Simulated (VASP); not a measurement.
Wanted: the native input for a VASP 6.6.1 run.

- Task: relaxation of cell and atoms
- Functional: PBE
- Dispersion: D3(BJ)
- Potentials or basis: VASP PAW PBE potentials, release 64 (Se, Ti_sv)
- Cutoff: 600 eV
- k mesh: 12 × 12 × 1
- Occupations: gaussian, width 0.03 eV
- Spin: no spin polarisation
- Further INCAR settings: ALGO = Normal; EDIFF = 1e-07; IBRION = 2; EDIFFG = -0.005; NSW = 90; ISIF = 3

The structure of TiSe2 lies in POSCAR:

```
TiSe2                                   
1.0
    3.4793311702      0.0000000000      0.0000000000
   -1.7396655851      3.0131891837      0.0000000000
    0.0000000000      0.0000000000     33.0724416000
  Se              Ti            
     6     3
Direct
     0.6666666699999979    0.3333333300000021    0.2735328330491691
     0.3333333300000021    0.6666666699999979    0.3681109004304187
     0.6666666699999979    0.3333333300000021    0.4528939898592469
     0.3333333300000021    0.6666666699999979    0.5471060101407531
     0.6666666699999979    0.3333333300000021    0.6318890995695815
     0.3333333300000021    0.6666666699999979    0.7264671669508308
     0.0000000000000000    0.0000000000000000    0.3211491425516588
     0.0000000000000000    0.0000000000000000    0.5000000000000000
     0.0000000000000000    0.0000000000000000    0.6788508574483411
```

These files were run (other wordings do the same):

INCAR

```
SYSTEM = TiSe2
ALGO = Normal
EDIFF = 1E-7
EDIFFG = -0.005
ENCUT = 600
GGA = PE
IBRION = 2
ISIF = 3
ISMEAR = 0
IVDW = 12
KPAR = 4
LASPH = .True.
LATTICE_CONSTRAINTS = .TRUE. .TRUE. .FALSE.
LCHARG = .False.
LREAL = .False.
LWAVE = .False.
NELM = 80
NSW = 90
PREC = Accurate
SIGMA = 0.03
```

KPOINTS

```
k-points
0
Gamma
  12 12 1
  0 0 0
```

Potentials or basis: VASP PAW PBE potentials, release 64 (Se, Ti_sv).

Command:

```sh
$ cat potpaw_PBE.64/Se/POTCAR potpaw_PBE.64/Ti_sv/POTCAR > POTCAR
$ mpirun -np 4 vasp_std > vasp.out
```

Results of the run:

| Property | Result |
| --- | --- |
| Relaxed volume | 38.49 Å³/atom |
| Relaxed cell | a = 3.478 Å, b = 3.478 Å, c = 33.072 Å, α = 90.00°, β = 90.00°, γ = 120.00° |
| Space group after relaxing (to 0.05 Å) | P-3m1 (No. 164) |
| Energy gained by relaxing | 0.0 meV/atom |
| Ionic steps | 4 |
| Largest force after relaxing | 0.004 eV/Å |
| Band gap on the k mesh | none (metal or under the smearing width) |
| Dispersion energy per atom | -0.398 eV |

Run time: 6.8 min on 4 MPI ranks on Intel(R) Xeon(R) 6975P-C (Granite Rapids), with other jobs on the host, peak memory 0.72 GiB a rank.
